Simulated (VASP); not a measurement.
# MoS2 (R-3m) in VASP: notebook, part 2 of 2

VASP 6.6.1.

## 3. Single point, PBEsol, spin-orbit coupling, no magnetisation

INCAR

```
PREC = Accurate
ENCUT = 300
EDIFF = 1E-7
ISMEAR = 0
SIGMA = 0.02
LREAL = False
LASPH = True
NELM = 100
ALGO = Normal
ISIF = 2
LWAVE = False
LCHARG = False
MAGMOM = 0 0 0 0 0 0 0 0 0
LORBIT = 11
LSORBIT = True
GGA_COMPAT = False
LMAXMIX = 4
GGA = PS
NBANDS = 42
```

KPOINTS

```
regular mesh
0
Gamma
  5 5 5
```

POSCAR

```
MoS2
1.0
    1.5855000000      0.9153888518      6.1149966667
   -1.5855000000      0.9153888518      6.1149966667
    0.0000000000     -1.8307777036      6.1149966667
Mo S
1 2
Direct
    0.0000000000      0.0000000000      0.0000000000
    0.2500000000      0.2500000000      0.2500000000
    0.7500000000      0.7500000000      0.7500000000
```

Potentials or basis: VASP PAW PBE potentials, release 64 (Mo_sv, S).

Run with:

```sh
> cat potpaw_PBE.64/Mo_sv/POTCAR potpaw_PBE.64/S/POTCAR > POTCAR
> mpirun -np 1 vasp_ncl > vasp.out
```

OUTCAR:

```text
PREC = Accurate
   ENCUT = 300
   EDIFF = 1E-7
   ISMEAR = 0
   LREAL = False
   LASPH = True
   NELM = 100
   ISIF = 2
   LORBIT = 11
   LSORBIT = True
   GGA = PS

 Found     19 irreducible k-points:

 Following reciprocal coordinates:
            Coordinates               Weight
  0.000000  0.000000  0.000000      1.000000
  0.200000  0.000000 -0.000000      6.000000
  0.400000  0.000000  0.000000      6.000000
  0.200000  0.200000 -0.000000      6.000000
  0.400000  0.200000  0.000000     12.000000
 -0.400000  0.200000  0.000000     12.000000
   k-points           NKPTS =     19   k-points in BZ     NKDIM =     19   number of bands    NBANDS=     42
   number of dos      NEDOS =    301   number of ions     NIONS =      3
   total plane-waves  NPLWV =  46656
   dimension x,y,z NGX =    36 NGY =   36 NGZ =   36
   dimension x,y,z NGXF=    72 NGYF=   72 NGZF=   72
   ions per type =               1   2
   NGX,Y,Z   is equivalent  to a cutoff of   9.38,  9.38,  9.38 a.u.
   NGXF,Y,Z  is equivalent  to a cutoff of  18.75, 18.75, 18.75 a.u.
 SYSTEM =  unknown system
   PREC   = accura    normal or accurate (medium, high low for compatibility)
   ISTART =      0    job   : 0-new  1-cont  2-samecut
   ICHARG =      2    charge: 1-file 2-atom 10-const
   ISPIN  =      1    spin polarized calculation?
   LNONCOLLINEAR =      T non collinear calculations
   LSORBIT =      T    spin-orbit coupling
   LASPH  =      T    aspherical Exc in radial PAW
   ENCUT  =  300.0 eV  22.05 Ry    4.70 a.u.   9.01  9.01  9.01*2*pi/ulx,y,z
   NELM   =    100;   NELMIN=  2; NELMDL= -5     # of ELM steps
   EDIFF  = 0.1E-06   stopping-criterion for ELM
   LREAL  =      F    real-space projection
[... 7 lines left out ...]
   TEBEG  =    0.0;   TEEND  =   0.0 temperature during run
   PSTRESS=    0.0 pullay stress
   NELECT =      26.0000    total number of electrons
   NUPDOWN=      -1.0000    fix difference up-down
   EMIN   =  10.00;   EMAX   =-10.00  energy-range for DOS
   EFERMI =   0.00;   METHOD = LEGACY
   ISMEAR =     0;   SIGMA  =   0.02  broadening in eV -4-tet -1-fermi 0-gaus
   EFERMI_NEDOS =   21; number of points for ismear=-14 and -15
   IALGO  =     38    algorithm
[... 314 lines left out ...]
      0.00000      0.00000      0.00000         0.000000      0.000000     -0.000000
      0.00000      0.00000      4.58625         0.000000      0.000000     -0.697471
      0.00000      0.00000     13.75874         0.000000     -0.000000      0.697471
 -----------------------------------------------------------------------------------
    total drift:                               -0.000000      0.000000      0.000000

  FREE ENERGIE OF THE ION-ELECTRON SYSTEM (eV)
  ---------------------------------------------------
  free  energy   TOTEN  =       -22.6644703700 eV

  energy  without entropy=      -22.6634505538  energy(sigma->0) =      -22.66396046

 Spin-Orbit-Coupling matrix elements

 Ion:    1  E_soc:     -0.1967890
 l=   1
     0.0000000    -0.0294824    -0.0295601
    -0.0294824     0.0000000    -0.0294824
    -0.0295601    -0.0294824     0.0000000
 l=   2
     0.0000000    -0.0005300     0.0000000    -0.0005300    -0.0032433
    -0.0005300     0.0000000    -0.0020776    -0.0003511    -0.0005300
     0.0000000    -0.0020776     0.0000000    -0.0020776     0.0000000
    -0.0005300    -0.0003511    -0.0020776     0.0000000    -0.0005300
    -0.0032433    -0.0005300     0.0000000    -0.0005300     0.0000000
 l=   3
     0.0000000     0.0000000     0.0000000     0.0000000     0.0000000     0.0000000     0.0000000
     0.0000000     0.0000000     0.0000000     0.0000000     0.0000000     0.0000000     0.0000000
     0.0000000     0.0000000     0.0000000     0.0000000     0.0000000     0.0000000     0.0000000
     0.0000000     0.0000000     0.0000000     0.0000000     0.0000000     0.0000000     0.0000000
[... 29 lines left out ...]
 l=   2
     0.0000000     0.0000000     0.0000000     0.0000000     0.0000000
     0.0000000     0.0000000     0.0000000     0.0000000     0.0000000
     0.0000000     0.0000000     0.0000000     0.0000000     0.0000000
     0.0000000     0.0000000     0.0000000     0.0000000     0.0000000
     0.0000000     0.0000000     0.0000000     0.0000000     0.0000000
 l=   3
     0.0000000     0.0000000     0.0000000     0.0000000     0.0000000     0.0000000     0.0000000
     0.0000000     0.0000000     0.0000000     0.0000000     0.0000000     0.0000000     0.0000000
     0.0000000     0.0000000     0.0000000     0.0000000     0.0000000     0.0000000     0.0000000
     0.0000000     0.0000000     0.0000000     0.0000000     0.0000000     0.0000000     0.0000000
     0.0000000     0.0000000     0.0000000     0.0000000     0.0000000     0.0000000     0.0000000
     0.0000000     0.0000000     0.0000000     0.0000000     0.0000000     0.0000000     0.0000000
     0.0000000     0.0000000     0.0000000     0.0000000     0.0000000     0.0000000     0.0000000

 total charge

# of ion       s       p       d       tot
------------------------------------------
    1        2.307   6.233   3.971  12.511
    2        1.360   2.322   0.000   3.682
    3        1.360   2.322   0.000   3.682
--------------------------------------------------
tot          5.027  10.878   3.971  19.876

 magnetization (x)

# of ion       s       p       d       tot
------------------------------------------
    1        0.000   0.000   0.000   0.000
    2        0.000  -0.000   0.000  -0.000
    3        0.000  -0.000   0.000  -0.000
--------------------------------------------------
tot          0.000  -0.000   0.000  -0.000

 magnetization (y)

# of ion       s       p       d       tot
------------------------------------------
    1        0.000   0.000   0.000   0.000
    2        0.000   0.000   0.000   0.000
    3        0.000   0.000   0.000   0.000
--------------------------------------------------
tot          0.000   0.000   0.000   0.000

 magnetization (z)

# of ion       s       p       d       tot
------------------------------------------
    1        0.000   0.000   0.000   0.000
    2        0.000   0.000   0.000   0.000
    3        0.000   0.000   0.000   0.000
--------------------------------------------------
tot          0.000   0.000   0.000   0.000
```

It took 88 s on 1 thread of AMD EPYC 9R45 (Zen 5), shared host; peak memory 0.36 GiB.

These settings aren't checked as converged: the numbers below hold their error.

Results:

```yaml
Free_energy: -22.6645 eV
Pressure: 2.3 GPa
Largest_force: 0.697 eV/Å
Valence_electrons_inside_the_program's_atomic_spheres: Mo 12.51; S 3.68
```

Caveat: the k mesh is coarse (spacing up to 0.46 Å⁻¹), so the values aren't converged; the cutoff is under 1.25 times the usual one of these potentials, so pressure, stress and relaxed cells hold a basis-set (Pulay) error; the PAW data sets were made with another functional, which shifts forces and pressure a little; the cell's inner coordinates are idealised or old, which leaves forces on the atoms.

## 4. Single point, PBEsol, spin-orbit coupling, no magnetisation

INCAR: that of step 3 with these lines changed.

```diff
@@ -1,3 +1,3 @@
 PREC = Accurate
-ENCUT = 300
+ENCUT = 600
 EDIFF = 1E-7
```

KPOINTS

```
regular mesh
0
Gamma
  4 4 4
```

POSCAR is that of step 3.

Potentials or basis: VASP PAW PBE potentials, release 64 (Mo_sv, S).

Run with:

```sh
> cat potpaw_PBE.64/Mo_sv/POTCAR potpaw_PBE.64/S/POTCAR > POTCAR
> mpirun -np 1 vasp_ncl > vasp.out
```

OUTCAR:

```text
PREC = Accurate
   ENCUT = 600
   EDIFF = 1E-7
   ISMEAR = 0
   LREAL = False
   LASPH = True
   NELM = 100
   ISIF = 2
   LORBIT = 11
   LSORBIT = True
   GGA = PS

 Found     13 irreducible k-points:

 Following reciprocal coordinates:
            Coordinates               Weight
  0.000000  0.000000  0.000000      1.000000
  0.250000  0.000000  0.000000      6.000000
  0.500000  0.000000  0.000000      3.000000
  0.250000  0.250000  0.000000      6.000000
  0.500000  0.250000  0.000000     12.000000
 -0.250000  0.250000  0.000000      6.000000
   k-points           NKPTS =     13   k-points in BZ     NKDIM =     13   number of bands    NBANDS=     42
   number of dos      NEDOS =    301   number of ions     NIONS =      3
   total plane-waves  NPLWV = 157464
   dimension x,y,z NGX =    54 NGY =   54 NGZ =   54
   dimension x,y,z NGXF=   108 NGYF=  108 NGZF=  108
   ions per type =               1   2
   NGX,Y,Z   is equivalent  to a cutoff of  14.06, 14.06, 14.06 a.u.
   NGXF,Y,Z  is equivalent  to a cutoff of  28.13, 28.13, 28.13 a.u.
 SYSTEM =  unknown system
   PREC   = accura    normal or accurate (medium, high low for compatibility)
   ISTART =      0    job   : 0-new  1-cont  2-samecut
   ICHARG =      2    charge: 1-file 2-atom 10-const
   ISPIN  =      1    spin polarized calculation?
   LNONCOLLINEAR =      T non collinear calculations
   LSORBIT =      T    spin-orbit coupling
   LASPH  =      T    aspherical Exc in radial PAW
   ENCUT  =  600.0 eV  44.10 Ry    6.64 a.u.  12.75 12.75 12.75*2*pi/ulx,y,z
   NELM   =    100;   NELMIN=  2; NELMDL= -5     # of ELM steps
   EDIFF  = 0.1E-06   stopping-criterion for ELM
   LREAL  =      F    real-space projection
[... 7 lines left out ...]
   TEBEG  =    0.0;   TEEND  =   0.0 temperature during run
   PSTRESS=    0.0 pullay stress
   NELECT =      26.0000    total number of electrons
   NUPDOWN=      -1.0000    fix difference up-down
   EMIN   =  10.00;   EMAX   =-10.00  energy-range for DOS
   EFERMI =   0.00;   METHOD = LEGACY
   ISMEAR =     0;   SIGMA  =   0.02  broadening in eV -4-tet -1-fermi 0-gaus
   EFERMI_NEDOS =   21; number of points for ismear=-14 and -15
   IALGO  =     38    algorithm
   IMIX   =      4    mixing-type and parameters
     AMIX     =   0.40;   BMIX     =  1.00
     AMIX_MAG =   1.60;   BMIX_MAG =  1.00
  volume/ion in A,a.u.               =      17.75       119.78
  Fermi-wavevector in a.u.,A,eV,Ry     =   1.289118  2.436081 22.610522  1.661826
  Thomas-Fermi vector in A             =   2.421031
   LORBIT       =     11    0 simple, 1 ext, 2 COOP (PROOUT), +10 PAW based schemes
   GGA     = PS    functional components
   LHFCALC =     F    Hartree Fock is set to
   AEXX    =    0.0000 exact exchange contribution
   IVDW    =     0    specifies the selected vdW correction
   LEPSILON=     F    determine dielectric tensor
   LRPA    =     F    only Hartree local field effects (RPA)
 Gauss-broadening in eV      SIGMA  =   0.02
  energy-cutoff  :      600.00
  volume of cell :       53.25
 maximum number of plane-waves:      3600
 NGX is ok and might be reduce to    54
   NGX = 25   NGY = 25   NGZ = 25

 number of electron      26.0000000 magnetization       0.0000000      0.0000000      0.0000000

 number of electron      26.0000000 magnetization      -0.0000000     -0.0000000     -0.0000000

 number of electron      26.0000000 magnetization       0.0000000      0.0000000     -0.0000000

 number of electron      26.0000000 magnetization       0.0000000     -0.0000000     -0.0000000

 Free energy of the ion-electron system (eV)
  ---------------------------------------------------
  ext. energy  EPLUGINS =         0.00000000
  ---------------------------------------------------
  free energy    TOTEN  =       -22.56061589 eV

  energy without entropy =      -22.55812256  energy(sigma->0) =      -22.55936922

 E-fermi :   7.6221     XC(G=0): -10.9991

 val. band max:        7.6003333252   @ k =  -0.2500   0.5000   0.2500
 cond. band min:       7.6243258882   @ k =   0.5000   0.2500   0.0000
 fundamental gap:      0.0239925631
 Fermi energy:         7.6221425877

 k-point     1 :       0.0000    0.0000    0.0000
  band No.  band energies     occupation
      1     -54.0101      1.00000
      2     -54.0101      1.00000
      3     -29.6935      1.00000
      4     -29.6935      1.00000
      5     -27.3086      1.00000
      6     -27.3086      1.00000
[... 235 lines left out ...]
     37      15.6392      0.00000
     38      15.6392      0.00000

 [... further k-points ...]

 [bands above 38 left out]

------------------------ aborting loop because EDIFF is reached ----------------------------------------

  FORCE on cell =-STRESS in cart. coord.  units (eV):
  Direction    XX          YY          ZZ          XY          YZ          ZX
  --------------------------------------------------------------------------------------
  -------------------------------------------------------------------------------------
  Total        1.1225361      1.1225361      1.3620246      0.0000000      0.0000000     -0.0000000
  in kB       33.7747042     33.7747042     40.9804009      0.0000000      0.0000000     -0.0000000
  external PRESSURE =      36.1766031 kB  Pullay stress =       0.0000000 kB

 VOLUME and BASIS-vectors are now :
 -----------------------------------------------------------------------------
  energy-cutoff  :      600.00
  volume of cell :       53.25
      direct lattice vectors                 reciprocal lattice vectors
     1.585500000  0.915388852  6.114996667     0.315357931  0.182071986  0.054510796
    -1.585500000  0.915388852  6.114996667    -0.315357931  0.182071986  0.054510796
     0.000000000 -1.830777704  6.114996667     0.000000000 -0.364143973  0.054510796

 POSITION                                       TOTAL-FORCE (eV/Angst)
 -----------------------------------------------------------------------------------
      0.00000      0.00000      0.00000         0.000000      0.000000      0.000000
      0.00000      0.00000      4.58625        -0.000000     -0.000000     -0.564503
      0.00000      0.00000     13.75874        -0.000000      0.000000      0.564503
 -----------------------------------------------------------------------------------
    total drift:                                0.000000      0.000000     -0.000000

  FREE ENERGIE OF THE ION-ELECTRON SYSTEM (eV)
  ---------------------------------------------------
  free  energy   TOTEN  =       -22.5606158896 eV

  energy  without entropy=      -22.5581225561  energy(sigma->0) =      -22.55936922

 Spin-Orbit-Coupling matrix elements

 Ion:    1  E_soc:     -0.1981662
 l=   1
     0.0000000    -0.0296177    -0.0293570
    -0.0296177     0.0000000    -0.0296177
    -0.0293570    -0.0296177     0.0000000
 l=   2
     0.0000000    -0.0005368     0.0000000    -0.0005368    -0.0037606
    -0.0005368     0.0000000    -0.0021827    -0.0002174    -0.0005368
     0.0000000    -0.0021827     0.0000000    -0.0021827     0.0000000
    -0.0005368    -0.0002174    -0.0021827     0.0000000    -0.0005368
    -0.0037606    -0.0005368     0.0000000    -0.0005368     0.0000000
 l=   3
     0.0000000     0.0000000     0.0000000     0.0000000     0.0000000     0.0000000     0.0000000
     0.0000000     0.0000000     0.0000000     0.0000000     0.0000000     0.0000000     0.0000000
     0.0000000     0.0000000     0.0000000     0.0000000     0.0000000     0.0000000     0.0000000
     0.0000000     0.0000000     0.0000000     0.0000000     0.0000000     0.0000000     0.0000000
     0.0000000     0.0000000     0.0000000     0.0000000     0.0000000     0.0000000     0.0000000
     0.0000000     0.0000000     0.0000000     0.0000000     0.0000000     0.0000000     0.0000000
     0.0000000     0.0000000     0.0000000     0.0000000     0.0000000     0.0000000     0.0000000
[... 21 lines left out ...]
 Ion:    3  E_soc:     -0.0025927
 l=   1
     0.0000000    -0.0004317    -0.0004329
    -0.0004317     0.0000000    -0.0004317
    -0.0004329    -0.0004317     0.0000000
 l=   2
     0.0000000     0.0000000     0.0000000     0.0000000     0.0000000
     0.0000000     0.0000000     0.0000000     0.0000000     0.0000000
     0.0000000     0.0000000     0.0000000     0.0000000     0.0000000
     0.0000000     0.0000000     0.0000000     0.0000000     0.0000000
     0.0000000     0.0000000     0.0000000     0.0000000     0.0000000
 l=   3
     0.0000000     0.0000000     0.0000000     0.0000000     0.0000000     0.0000000     0.0000000
     0.0000000     0.0000000     0.0000000     0.0000000     0.0000000     0.0000000     0.0000000
     0.0000000     0.0000000     0.0000000     0.0000000     0.0000000     0.0000000     0.0000000
     0.0000000     0.0000000     0.0000000     0.0000000     0.0000000     0.0000000     0.0000000
     0.0000000     0.0000000     0.0000000     0.0000000     0.0000000     0.0000000     0.0000000
     0.0000000     0.0000000     0.0000000     0.0000000     0.0000000     0.0000000     0.0000000
     0.0000000     0.0000000     0.0000000     0.0000000     0.0000000     0.0000000     0.0000000

 total charge

# of ion       s       p       d       tot
------------------------------------------
    1        2.306   6.236   3.964  12.506
    2        1.358   2.331   0.000   3.688
    3        1.358   2.331   0.000   3.688
--------------------------------------------------
tot          5.021  10.897   3.964  19.882

 magnetization (x)

# of ion       s       p       d       tot
------------------------------------------
    1        0.000  -0.000   0.000   0.000
    2        0.000  -0.000   0.000  -0.000
    3        0.000   0.000   0.000   0.000
--------------------------------------------------
tot          0.000  -0.000   0.000  -0.000

 magnetization (y)

# of ion       s       p       d       tot
------------------------------------------
    1        0.000   0.000   0.000   0.000
    2       -0.000  -0.000   0.000  -0.000
    3       -0.000   0.000   0.000   0.000
--------------------------------------------------
tot         -0.000   0.000   0.000  -0.000

 magnetization (z)

# of ion       s       p       d       tot
------------------------------------------
    1        0.000   0.000   0.000   0.000
    2        0.000   0.000   0.000   0.000
    3        0.000   0.000   0.000   0.000
--------------------------------------------------
tot          0.000   0.000   0.000   0.000
```

OSZICAR:

```text
N       E                     dE             d eps       ncg     rms          rms(c)
DAV:   1     0.224719107493E+03    0.22472E+03   -0.14668E+04  1132   0.131E+03
DAV:   2    -0.129861103445E+02   -0.23771E+03   -0.22676E+03  1264   0.341E+02
DAV:   3    -0.239343022349E+02   -0.10948E+02   -0.10723E+02  1382   0.676E+01
DAV:   4    -0.241045107386E+02   -0.17021E+00   -0.16963E+00  1260   0.862E+00
DAV:   5    -0.241073861344E+02   -0.28754E-02   -0.28746E-02  1390   0.112E+00    0.267E+01
DAV:   6    -0.230186646218E+02    0.10887E+01   -0.44872E+00  1164   0.187E+01    0.956E+00
DAV:   7    -0.227984651621E+02    0.22020E+00   -0.19866E+00  1140   0.123E+01    0.688E+00
DAV:   8    -0.225632020049E+02    0.23526E+00   -0.25877E-01  1210   0.500E+00    0.210E+00
DAV:   9    -0.225642626262E+02   -0.10606E-02   -0.58206E-02  1296   0.159E+00    0.987E-01
DAV:  10    -0.225605480191E+02    0.37146E-02   -0.82746E-03  1202   0.865E-01    0.257E-01
DAV:  11    -0.225607103728E+02   -0.16235E-03   -0.12103E-03  1390   0.212E-01    0.890E-02
DAV:  12    -0.225606142233E+02    0.96149E-04   -0.17344E-04  1210   0.120E-01    0.154E-02
DAV:  13    -0.225606139469E+02    0.27635E-06   -0.24309E-05  1330   0.318E-02    0.101E-02
DAV:  14    -0.225606164913E+02   -0.25444E-05   -0.67107E-06  1262   0.186E-02    0.110E-02
DAV:  15    -0.225606160240E+02    0.46730E-06   -0.56930E-07  1248   0.680E-03    0.477E-03
DAV:  16    -0.225606159022E+02    0.12180E-06   -0.44806E-07  1126   0.472E-03    0.981E-04
DAV:  17    -0.225606158896E+02    0.12559E-07   -0.23944E-08   812   0.103E-03
   1 F= -.22560616E+02 E0= -.22559369E+02  d E =-.249333E-02  mag=     0.0000    -0.0000    -0.0000
```

It took 4.1 min on 1 thread of AMD EPYC 9R45 (Zen 5), shared host; peak memory 0.87 GiB.

These settings aren't checked as converged: the numbers below hold their error.

Results:

| Quantity | Value |
| --- | --- |
| Free energy | -22.5606 eV |
| Pressure | 3.6 GPa |
| Largest force | 0.565 eV/Å |
| Valence electrons inside the program's atomic spheres | Mo 12.51; S 3.69 |

Caveat: the k mesh is coarse (spacing up to 0.58 Å⁻¹), so the values aren't converged; the PAW data sets were made with another functional, which shifts forces and pressure a little; the cell's inner coordinates are idealised or old, which leaves forces on the atoms.

## 5. Single point, PBEsol, spin-orbit coupling, no magnetisation

INCAR: that of step 4 with these lines changed.

```diff
@@ -1,3 +1,3 @@
 PREC = Accurate
-ENCUT = 600
+ENCUT = 500
 EDIFF = 1E-7
```

KPOINTS

```
regular mesh
0
Gamma
  5 5 5
```

POSCAR is that of step 4.

Run with:

```sh
> cat potpaw_PBE.64/Mo_sv/POTCAR potpaw_PBE.64/S/POTCAR > POTCAR
> mpirun -np 1 vasp_ncl > vasp.out
```

It took 3.5 min on 1 thread of AMD EPYC 9R45 (Zen 5), shared host; peak memory 0.7 GiB.

The run converged, but some of its settings lie outside the range that counts as converged, so its numbers aren't taken as properties of the crystal.

What came out:

| Item | Value |
| --- | --- |
| Free energy | -22.6701 eV |
| Pressure | 2.7 GPa |
| Largest force | 0.697 eV/Å |
| Valence electrons inside the program's atomic spheres | Mo 12.52; S 3.68 |

Caveat: the k mesh is coarse (spacing up to 0.46 Å⁻¹), so the values aren't converged; the PAW data sets were made with another functional, which shifts forces and pressure a little; the cell's inner coordinates are idealised or old, which leaves forces on the atoms.
